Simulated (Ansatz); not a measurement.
## Relaxing void in CeO2 (87 atoms)

Aim: bring void in CeO2 (87 atoms) to a nearby minimum of the energy and see what moves.

Program: Ansatz 0.2.0. Level of theory: Kohn-Sham DFT, PBE, PAW (set soft_2), plane waves. Results are calculated unless marked as measured.

## 1. Starting point

The cell holds 87 atoms: 29 Ce and 58 O. Cell: a = 10.822 Å, b = 10.822 Å, c = 10.822 Å, α = 90.0°, β = 90.0°, γ = 90.0°. It derives from CeO2 (fluorite-type), repeated 2×2×2. Fluorite-type CeO2 (a = 5.411 Å), 2 x 2 x 2 conventional cells, the 3 Ce, 6 O nearest the centre removed; not relaxed, displaced by a Gaussian of 0.02 Å. Nearest the centre at fractional (0.533, 0.518, 0.506): O23 at 2.65 Å, O3 at 2.72 Å, Ce75 at 3.62 Å, Ce81 at 3.68 Å, Ce66 at 3.74 Å, Ce72 at 3.74 Å, Ce61 at 3.95 Å, Ce44 at 3.96 Å.

Before any run, some limits are plain. The main run has no spin polarisation, so moments on Ce can't form in it, and no Hubbard term. Only the Γ point is sampled, in a cell whose shortest periodic width is 11 Å. No spin–orbit coupling is included, so levels derived from the heavy atoms are approximate.

## 2. Single point at the start

A single point comes first, to see the forces before anything moves.

The input, input.yaml:

```yaml
crystal:
  lattice:
    - [10.822, 0.0, 0.0]
    - [0.0, 10.822, 0.0]
    - [0.0, 0.0, 10.822]
  atoms:
    - { symbol: Ce, position: [0.99853, 0.99892, 0.00189] }
    - { symbol: O, position: [0.12576, 0.12214, 0.12541] }
    - { symbol: O, position: [0.3732, 0.37435, 0.37479] }
    - { symbol: Ce, position: [0.00639, 0.24975, 0.24714] }
    - { symbol: O, position: [0.12955, 0.37459, 0.37666] }
    - { symbol: O, position: [0.37113, 0.12246, 0.12517] }
    - { symbol: Ce, position: [0.2509, 0.99836, 0.2514] }
    - { symbol: O, position: [0.37719, 0.12707, 0.37342] }
    - { symbol: O, position: [0.12041, 0.37789, 0.12047] }
    - { symbol: Ce, position: [0.24746, 0.24891, 0.00195] }
    - { symbol: O, position: [0.37632, 0.37166, 0.12674] }
    - { symbol: O, position: [0.1225, 0.1221, 0.3736] }
    - { symbol: Ce, position: [0.00304, 0.99939, 0.50181] }
    - { symbol: O, position: [0.12546, 0.1256, 0.62703] }
    - { symbol: O, position: [0.37372, 0.37346, 0.87582] }
    - { symbol: Ce, position: [0.00203, 0.25025, 0.74946] }
    - { symbol: O, position: [0.12418, 0.37439, 0.87508] }
    - { symbol: O, position: [0.37341, 0.12316, 0.62492] }
    - { symbol: Ce, position: [0.25027, 0.00205, 0.75481] }
    - { symbol: O, position: [0.37472, 0.12548, 0.87573] }
    - { symbol: O, position: [0.12535, 0.37815, 0.62573] }
    - { symbol: Ce, position: [0.24833, 0.25255, 0.5013] }
    - { symbol: O, position: [0.37689, 0.37489, 0.62917] }
    - { symbol: O, position: [0.12538, 0.12537, 0.87603] }
    - { symbol: Ce, position: [0.00063, 0.50008, 0.99757] }
    - { symbol: O, position: [0.12539, 0.62469, 0.12813] }
    - { symbol: O, position: [0.37523, 0.87485, 0.37363] }
    - { symbol: Ce, position: [0.00461, 0.75151, 0.2516] }
    - { symbol: O, position: [0.12475, 0.87217, 0.37733] }
    - { symbol: O, position: [0.3749, 0.62455, 0.12393] }
    - { symbol: Ce, position: [0.25348, 0.49982, 0.2516] }
    - { symbol: O, position: [0.12734, 0.8748, 0.12801] }
    - { symbol: Ce, position: [0.24965, 0.7501, 0.0005] }
    - { symbol: O, position: [0.37702, 0.87522, 0.12913] }
    - { symbol: O, position: [0.13019, 0.62485, 0.37942] }
    - { symbol: Ce, position: [0.99955, 0.49951, 0.49927] }
    - { symbol: O, position: [0.12723, 0.62462, 0.62287] }
    - { symbol: O, position: [0.37219, 0.87569, 0.87433] }
    - { symbol: Ce, position: [0.00027, 0.74766, 0.74786] }
    - { symbol: O, position: [0.12597, 0.87209, 0.87359] }
    - { symbol: Ce, position: [0.249, 0.5017, 0.74921] }
    - { symbol: O, position: [0.37343, 0.62594, 0.87501] }
    - { symbol: O, position: [0.12744, 0.87359, 0.62716] }
    - { symbol: Ce, position: [0.25186, 0.75107, 0.4975] }
    - { symbol: O, position: [0.3755, 0.87667, 0.62378] }
    - { symbol: O, position: [0.12583, 0.62417, 0.87576] }
    - { symbol: Ce, position: [0.50054, 0.00236, 0.99888] }
    - { symbol: O, position: [0.62753, 0.12615, 0.12611] }
    - { symbol: O, position: [0.87735, 0.37414, 0.37293] }
    - { symbol: Ce, position: [0.49939, 0.24962, 0.24985] }
    - { symbol: O, position: [0.87359, 0.12124, 0.12457] }
    - { symbol: Ce, position: [0.75066, 0.00171, 0.25107] }
    - { symbol: O, position: [0.87193, 0.12591, 0.37189] }
    - { symbol: O, position: [0.62295, 0.37304, 0.12546] }
    - { symbol: Ce, position: [0.75018, 0.25051, 0.99797] }
    - { symbol: O, position: [0.87238, 0.37483, 0.12506] }
    - { symbol: O, position: [0.6251, 0.1262, 0.37382] }
    - { symbol: Ce, position: [0.4987, 0.0008, 0.49878] }
    - { symbol: O, position: [0.62569, 0.12526, 0.62537] }
    - { symbol: O, position: [0.87722, 0.37501, 0.87542] }
    - { symbol: Ce, position: [0.49888, 0.24765, 0.74852] }
    - { symbol: O, position: [0.62607, 0.37301, 0.871] }
    - { symbol: O, position: [0.87326, 0.12879, 0.62423] }
    - { symbol: Ce, position: [0.74971, 0.99612, 0.75505] }
    - { symbol: O, position: [0.87426, 0.12232, 0.87524] }
    - { symbol: Ce, position: [0.7485, 0.24802, 0.50014] }
    - { symbol: O, position: [0.8737, 0.37523, 0.62361] }
    - { symbol: O, position: [0.62468, 0.12456, 0.87758] }
    - { symbol: Ce, position: [0.5013, 0.49955, 0.9995] }
    - { symbol: O, position: [0.62351, 0.62521, 0.12846] }
    - { symbol: O, position: [0.87685, 0.87513, 0.37239] }
    - { symbol: Ce, position: [0.49901, 0.74864, 0.25091] }
    - { symbol: O, position: [0.62675, 0.87663, 0.37624] }
    - { symbol: O, position: [0.87558, 0.62568, 0.12153] }
    - { symbol: Ce, position: [0.74854, 0.5044, 0.25031] }
    - { symbol: O, position: [0.87598, 0.6242, 0.3763] }
    - { symbol: O, position: [0.62333, 0.87485, 0.12516] }
    - { symbol: Ce, position: [0.74591, 0.74859, 0.99783] }
    - { symbol: O, position: [0.87621, 0.87401, 0.12861] }
    - { symbol: O, position: [0.87399, 0.87732, 0.87526] }
    - { symbol: Ce, position: [0.49667, 0.75113, 0.75093] }
    - { symbol: O, position: [0.62375, 0.87476, 0.87391] }
    - { symbol: O, position: [0.87901, 0.62176, 0.62588] }
    - { symbol: O, position: [0.87465, 0.62453, 0.87582] }
    - { symbol: O, position: [0.62649, 0.87403, 0.62332] }
    - { symbol: O, position: [0.87689, 0.87518, 0.62613] }
    - { symbol: O, position: [0.62234, 0.6263, 0.87567] }
kpoints:
  mp_grid: { grid: [1, 1, 1] }
hamiltonian:
  xc: pbe
scf:
  occupations: { method: gaussian, width: 0.025 }
output:
  forces: true
  stress: true
  populations: true
  dos:
    method: { smearing: { sigma: 0.1 } }
    de: 0.1
    projected: { site_lists: { Ce: [Ce], O: [O] } }
  eigenvalues: true
```

Started as:

```bash
$ ansatz run input.yaml --threads 4 --pin off --max-ram 8192MiB --backend cpu --events-out ev --progress --plain --runs-dir out
```

Numbers of over 12 decimals in the logs are rounded to 6 here.

Output:

```text
Ce: projections on atomic orbitals take those of the free atom [Kr 4d10] 4f1 5s2 5p6 5d1 6s2, of charge +0.00 (hamiltonian.pseudopotentials.projection_atoms); the dataset's partial waves leave at most 1.4e-5 of an orbital's norm unspanned inside its sphere
band count auto-derived: 596 (N_el = 696.0; filled up to band 348; 435 by the electrons, moments and atoms)
Engine: ansatz 0.2.0, aarch64-unknown-linux-gnu
Pseudopotentials: kind: paw
Pseudopotential: Ce, paw, valence charge 12, recommended cutoff 420 eV (normal), Ce.paw.azcp
Pseudopotential: O, paw, valence charge 6, recommended cutoff 420 eV (normal), O.paw.azcp
Functional definition: PBE
  parameter kappa = 0.804
  parameter beta = 0.066725
  exchange = pbe_x(kappa = kappa, mu = beta*pi^2/3)
  correlation = pbe_c(beta = beta)
Crystal: 87 atoms, lattice volume = 1267.426 Å³
Basis set: ecut = 420 eV, 24837 PW (Γ), exchange–correlation on 150×150×150 points (8 copies of the dense FFT grid, shifted against one another)
Bands: 596, of which v1, the nominal top of the filled ones, is band 348 counted from 1 (347 counted from 0)
Symmetry: 1 space group operations
Space group: P1 (ITA 1), of the structure as read, at distance tolerance 1.1e-4 Å
k-points: 1
Non-local potential: Ce, projectors of the file, l = 0: 3, l = 1: 2, l = 2: 2, l = 3: 3
Non-local potential: O, projectors of the file, l = 0: 2, l = 1: 2, l = 2: 1
PAW form: soft (Blöchl's): semilocal exchange-correlation on the pseudo side does not see the compensation charge
PAW one-centre angular grid: Ce, 590 points (default); XC on 64 Gauss nodes
PAW one-centre angular grid: O, 110 points (default); XC on 64 Gauss nodes
Initial density: superposition of atomic densities (neutral atoms: chi_scale 0, normalization atom), corrected by the library's trained network
Initial wavefunctions: pseudopotential atomic-orbital guess
Functional: x = pbe(κ = 0.804, μ = 0.219515), c = pbe(β = 0.066725)
SCF iter   1: F=—  HF=-223740.094936 eV  |F-HF|=—  |Δ(HF+E_count)|=         —  Δρ=1.36e-2  dr2=6.25e0  ethr=1.77e-3  ⟨swp⟩=6.0  Hψ=2466  notcnv=0  defer=2
preconditioner: auto → Resta (q_TF=auto, 2.469 Å⁻¹)  ε∞=6.9  [insulator: Δε(μ)=0.425 eV  Ē_g=10.873 eV  σ=0.025 eV  W_gap=1.00  n_scr=340 (ndim 8)  ℏωp=26.3 eV  f_vac=0.081  D(μ)=0.00/eV (n_scr^D=0)  ε∞_Penn≈6.9]
SCF iter   2: F=—  HF=-223747.726365 eV  |F-HF|=—  |Δ(HF+E_count)|=    7.63e0  Δρ=2.09e-1  dr2=1.01e3  ethr=8.98e-4  ⟨swp⟩=3.0  Hψ=1054  notcnv=0  defer=238  recentre
preconditioner: auto → LDOS  [insulator: Δε(μ)=0.031 eV  Ē_g=10.819 eV  σ=0.025 eV  W_gap=0.62  n_scr=340 (ndim 8)  ℏωp=26.3 eV  f_vac=0.083  D(μ)=85.57/eV (n_scr^D=924)  ε∞_Penn≈6.9  β→1.0]
SCF iter   3: F=—  HF=-223740.042248 eV  |F-HF|=—  |Δ(HF+E_count)|=    7.68e0  Δρ=1.29e-2  dr2=5.70e0  ethr=8.98e-4  ⟨swp⟩=5.0  Hψ=1485  notcnv=0  defer=189
SCF iter   4: F=—  HF=-223739.915859 eV  |F-HF|=—  |Δ(HF+E_count)|=   1.26e-1  Δρ=1.12e-2  dr2=4.34e0  ethr=8.20e-4  ⟨swp⟩=2.0  Hψ=697  notcnv=0  defer=232
SCF iter   5: F=—  HF=-223739.767172 eV  |F-HF|=—  |Δ(HF+E_count)|=   1.49e-1  Δρ=2.09e-2  dr2=8.92e0  ethr=6.24e-4  ⟨swp⟩=6.0  Hψ=399  notcnv=0  defer=235
SCF iter   6: F=—  HF=-223739.896870 eV  |F-HF|=—  |Δ(HF+E_count)|=   1.30e-1  Δρ=2.56e-2  dr2=1.46e1  ethr=6.24e-4  ⟨swp⟩=3.0  Hψ=710  notcnv=0  defer=218
SCF iter   7: F=—  HF=-223739.891767 eV  |F-HF|=—  |Δ(HF+E_count)|=   5.10e-3  Δρ=2.34e-2  dr2=1.31e1  ethr=6.24e-4  ⟨swp⟩=6.0  Hψ=420  notcnv=0  defer=218
SCF iter   8: F=—  HF=-223739.746586 eV  |F-HF|=—  |Δ(HF+E_count)|=   1.45e-1  Δρ=1.47e-2  dr2=5.04e0  ethr=6.24e-4  ⟨swp⟩=3.0  Hψ=721  notcnv=0  defer=211
SCF iter   9: F=—  HF=-223739.750822 eV  |F-HF|=—  |Δ(HF+E_count)|=   4.24e-3  Δρ=8.38e-3  dr2=2.02e0  ethr=6.24e-4  ⟨swp⟩=6.0  Hψ=433  notcnv=0  defer=211
SCF iter  10: F=—  HF=-223739.730653 eV  |F-HF|=—  |Δ(HF+E_count)|=   2.02e-2  Δρ=7.09e-3  dr2=1.37e0  ethr=2.91e-4  ⟨swp⟩=2.0  Hψ=708  notcnv=0  defer=215
[...]
SCF iter  27: F=—  HF=-223739.708914 eV  |F-HF|=—  |Δ(HF+E_count)|=   2.94e-8  Δρ=1.33e-5  dr2=2.98e-6  ethr=8.00e-10  ⟨swp⟩=2.0  Hψ=695  notcnv=0  defer=221
SCF iter  28: F=—  HF=-223739.708914 eV  |F-HF|=—  |Δ(HF+E_count)|=   6.92e-8  Δρ=9.63e-6  dr2=1.67e-6  ethr=4.29e-10  ⟨swp⟩=2.0  Hψ=722  notcnv=0  defer=221
SCF iter  29: F=—  HF=-223739.708914 eV  |F-HF|=—  |Δ(HF+E_count)|=   3.94e-8  Δρ=7.71e-6  dr2=1.11e-6  ethr=2.40e-10  ⟨swp⟩=2.0  Hψ=452  notcnv=0  defer=221
SCF iter  30: F=—  HF=-223739.708914 eV  |F-HF|=—  |Δ(HF+E_count)|=   2.30e-9  Δρ=6.65e-6  dr2=8.63e-7  ethr=1.60e-10  ⟨swp⟩=1.0  Hψ=375  notcnv=0  defer=221
SCF iter  31: F=—  HF=-223739.708914 eV  |F-HF|=—  |Δ(HF+E_count)|=   9.69e-9  Δρ=6.26e-6  dr2=7.42e-7  ethr=1.24e-10  ⟨swp⟩=2.0  Hψ=462  notcnv=0  defer=221
SCF iter  32: F=—  HF=-223739.708914 eV  |F-HF|=—  |Δ(HF+E_count)|=   1.93e-8  Δρ=5.01e-6  dr2=4.98e-7  ethr=1.07e-10  ⟨swp⟩=2.0  Hψ=707  notcnv=0  defer=221
SCF iter  33: F=—  HF=-223739.708914 eV  |F-HF|=—  |Δ(HF+E_count)|=   2.42e-8  Δρ=3.75e-6  dr2=2.88e-7  ethr=7.15e-11  ⟨swp⟩=2.0  Hψ=472  notcnv=0  defer=221
SCF iter  34: F=—  HF=-223739.708914 eV  |F-HF|=—  |Δ(HF+E_count)|=   6.34e-9  Δρ=2.85e-6  dr2=1.60e-7  ethr=4.14e-11  ⟨swp⟩=2.0  Hψ=393  notcnv=0  defer=221
SCF iter  35: F=—  HF=-223739.708914 eV  |F-HF|=—  |Δ(HF+E_count)|=   1.11e-9  Δρ=2.34e-6  dr2=1.07e-7  ethr=1.44e-11  ⟨swp⟩=10.0  Hψ=3020  notcnv=0
SCF iter  36: F=-223739.708914 eV  HF=-223739.708914 eV  |F-HF|=6.95e-8  |Δ(HF+E_count)|=   2.01e-9  Δρ=1.95e-6  dr2=7.77e-8  ethr=1.44e-11  ⟨swp⟩=2.0  Hψ=949  notcnv=0
SCF 1 converged in 36 iterations: F = -223739.708914 eV  dr2 = 7.77e-8
  greatest PAW one-centre occupation: 0.988 electrons in one spin orbital (limit 2), on the Ce atom at site 6 (counted from 0), in its partial waves of l = 0
SCF converged after 36 iterations
Free energy (F): -223739.708914 eV
Harris-Foulkes:  -223739.708914 eV  (|F-HF|=6.95e-8)
Internal energy: -223739.686515 eV  (E = F + TS)
E sigma→0 (E₀):  -223739.697715 eV
Entropy (-TS):   -0.022399 eV (-0.257 meV/atom)
Fermi energy:    11.042930 eV
--- Per-component energies (eV) ---
  E_band       = -116.900332
  E_kinetic    = 21357.408200
  E_local      = -38280.264335  (includes V_loc(G=0)·N_el)
  E_nonlocal   = 1005.291548
  E_hartree    = 14786.484110
  E_xc         = -10977.692076
  E_vxc        = -12930.374948  (∫ρ·V_xc dr)
  E_paw        = -167818.306451  (= ΣΔE_a)
  E_vpaw       = -842.072913  (= ΣTr[D̂ρ^β])
  E_aug_tail   = 0.140206  (compensation charges beyond the density's cutoff)
  E_ewald      = -43812.747718
  E_smearing   = -0.022399  (= −TS)
  E_closure    = -0.000000  (closes the sum)
  Σ components = -223739.708914   (vs F -223739.708914, Δ=0.00e0)
--- Forces (eV/Å), atoms counted from 1 ---
  atom   1  Ce    -0.73305584    -0.31284310    -0.38543089
  atom   2  O      0.09246710     0.33379799     0.11401279
  atom   3  O      0.97130766     0.88983681    -0.76179415
  atom   4  Ce    -1.33101255    -0.21083094     0.10047021
  atom   5  O      0.01849311     0.02172969    -0.65398634
  atom   6  O      0.61123803     0.33351090     0.24511299
  atom   7  Ce    -0.55229468     0.48683052    -0.39782824
  atom   8  O     -0.05508167    -0.09974263    -0.06966635
  atom   9  O      1.03430276    -0.31852893     0.95182655
  atom  10  Ce    -0.06197028     0.23851659    -0.67491436
  atom  11  O     -0.14344051     0.27877644     0.21819376
  atom  12  O      0.50810158     0.26307595    -0.03278973
  atom  13  Ce    -2.44417499    -1.33415283     0.16541206
  atom  14  O      0.29294142     0.01751031    -0.15903583
[...]
atom  86  O      0.89957021     0.99796446     0.66224060
  atom  87  O     -1.49471010     0.84291362    -0.26755856
  max |Σ_I F_I| component: 1.85e-4 eV/Å
--- Stress (GPa, compression-positive) ---
        1.913945       0.006526      -0.281868
        0.006526       1.912280      -0.574535
       -0.281868      -0.574535       2.474976
  P = ⅓ Tr σ = 2.1004 GPa (21.004 kbar)
--- Band table (eV) ---
  k-point 0: bands = ["-23.4638", "-23.4134", "-23.3054", "-23.2224", [... 580 levels ...], "16.2340", "16.2587", "16.3821", "16.4095", "16.4380", "16.4451", "16.4967", "16.5313", "16.5774", "16.6172", "16.7184", "16.7345"]
--- Löwdin populations: 87 sites ---
  site symbol       q [e]
     0     Ce     11.0929
     1      O      6.4183
     2      O      6.4927
[...]
86      O      6.4049
  spilling = 0.002081 (of n_electrons = 696.000000)
```

Run time: 83 s. Hardware: 4 threads of Arm Neoverse V2, shared host; peak memory 2.2 GiB; 5.3 min of CPU time.

Read from the output:

```yaml
free_energy: -223739.7089 eV
free_energy_per_atom: -2571.7208 eV/atom
scf_cycles: 36
pressure: 2.1 GPa
r_m_s_force_component: 1.055 eV/Å
longest_force: 4.7 eV/Å
fermi_energy: 11.04 eV
levels_partly_filled_by_over_2_per_cent: 2
spilling_of_the_projection: 0.002081
```

The r.m.s. force component of 1.1 eV/Å and the pressure of 2.1 GPa set the starting point.

Neighbours are counted within 2.77 Å (O-Ce).

Length of the force by element and coordination:

```tsv
element	coordination	atoms	mean length of the force (eV/Å)	spread	least	most
Ce	all	29	2.33	1.16	0.495	4.70
Ce	6	5	4.26	0.261	3.98	4.70
Ce	7	4	2.39	0.355	1.92	2.88
Ce	8	20	1.83	0.848	0.495	3.08
O	all	58	1.13	0.592	0.134	2.30
O	2	1	1.27	0	1.27	1.27
O	3	12	1.66	0.393	0.710	2.22
O	4	45	0.988	0.562	0.134	2.30
```

[end of part 1 of 3]

[Logs are printed without paths, hosts, clocks, repeated set-up lines and the standing remarks that a program may print on its own settings, such as how far it seeks lower states.]

[Hosts, paths, dates, database ids (printed as entryN), source tags and the programs' standing remarks are cut or masked in the printed files.]
